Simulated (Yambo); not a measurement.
A run of Yambo 5.3.0 is set up as follows.

Contents of bse5.in:

```
optics
bse
bss
rim_cut
RandQpts= 1000000
RandGvec= 50 RL
BSKmod= "HARTREE"
BSEmod= "retarded"
BSSmod= "d"
% BSEQptR
 1 | 1 |
%
% BSEBands
 7 | 13 |
%
BSENGexx= 20 Ry
% BEnRange
 0 | 10 | eV
%
% BDmRange
 0.1 | 0.1 | eV
%
BEnSteps= 300
% BLongDir
 1 | 1 | 1 |
%
BSEprop= "abs"
WRbsWF
% KfnQP_E
 0.28 | 1.0 | 1.0 |
%
```

Contents of scf.in:

```
&CONTROL
  calculation = 'scf'
  prefix = 'pwscf'
  outdir = './tmp'
  pseudo_dir = './pseudo'
/
&SYSTEM
  ibrav = 0
  nat = 2
  ntyp = 2
  ecutwfc = 84
  nbnd = 15
  occupations = 'smearing'
  smearing = 'fd'
  degauss = 0.00367493
  force_symmorphic = .true.
/
&ELECTRONS
  conv_thr = 4d-10
  electron_maxstep = 120
  mixing_beta = 0.5
/
ATOMIC_SPECIES
Ga    69.7230 Ga.upf
N     14.0070 N.upf
CELL_PARAMETERS angstrom
   0.0000000000    2.2535006075    2.2535006075
   2.2535006075    0.0000000000    2.2535006075
   2.2535006075    2.2535006075    0.0000000000
ATOMIC_POSITIONS crystal
Ga     0.0000000000    0.0000000000    0.0000000000
N      0.2500000000    0.2500000000    0.2500000000
K_POINTS automatic
10 10 10 0 0 0
```

File nscf.in:

```
&CONTROL
  calculation = 'nscf'
  prefix = 'pwscf'
  outdir = './tmp'
  pseudo_dir = './pseudo'
/
&SYSTEM
  ibrav = 0
  nat = 2
  ntyp = 2
  ecutwfc = 84
  nbnd = 59
  occupations = 'fixed'
  force_symmorphic = .true.
/
&ELECTRONS
  conv_thr = 1d-08
  diago_full_acc = .true.
  diago_thr_init = 1d-06
/
ATOMIC_SPECIES
Ga    69.7230 Ga.upf
N     14.0070 N.upf
CELL_PARAMETERS angstrom
   0.0000000000    2.2535006075    2.2535006075
   2.2535006075    0.0000000000    2.2535006075
   2.2535006075    2.2535006075    0.0000000000
ATOMIC_POSITIONS crystal
Ga     0.0000000000    0.0000000000    0.0000000000
N      0.2500000000    0.2500000000    0.2500000000
K_POINTS automatic
6 6 6 0 0 0
```

Potentials or basis: PseudoDojo 0.4.1 SR PBEsol standard.

Launch:

```bash
$ OMP_NUM_THREADS=1 pw.x -in scf.in > scf.out
$ OMP_NUM_THREADS=1 pw.x -in nscf.in > nscf.out
$ cd tmp/pwscf.save; p2y; mv SAVE ../..; cd ../..
$ OMP_NUM_THREADS=1 yambo
$ mkdir -p bse5; ln -s $PWD/g0w00/ndb.RIM bse5/
$ OMP_NUM_THREADS=1 yambo -F bse5.in -J bse5 -C bse5_out
$ OMP_NUM_THREADS=1 ypp -J bse5 -C bse5_out -e s -b 1
```

(1) What does it give for the lowest exciton energy?

(2) Estimate the lowest bright exciton energy.

(3) Estimate the band gap on the k mesh, mean-field level.

Answers

(1) 2.00 eV.

(2) 2.00 eV.

(3) 1.71 eV, direct.

Caveat: the scissor is the correction of the direct gap in an earlier G0W0 run on the same states; spectra need much finer meshes, so this one isn't converged.

**The experiment to reproduce.**

From a printed reference work, textbook, for a bulk crystal of GaN at 0 K: band gap 3.299 eV (direct).

Measured gap of GaN: 3.299 eV (direct; 0 K; a printed reference work, textbook). This calculation gives 1.71 eV (-1.59 eV). Spin-orbit coupling on Ga is left out. The value is that of PBEsol on a finite k mesh, which can miss the band edges, without temperature or zero-point motion. Semilocal functionals fall short of measured gaps as a rule. The cell is a database's relaxed one, not the measured one, which moves gaps too.
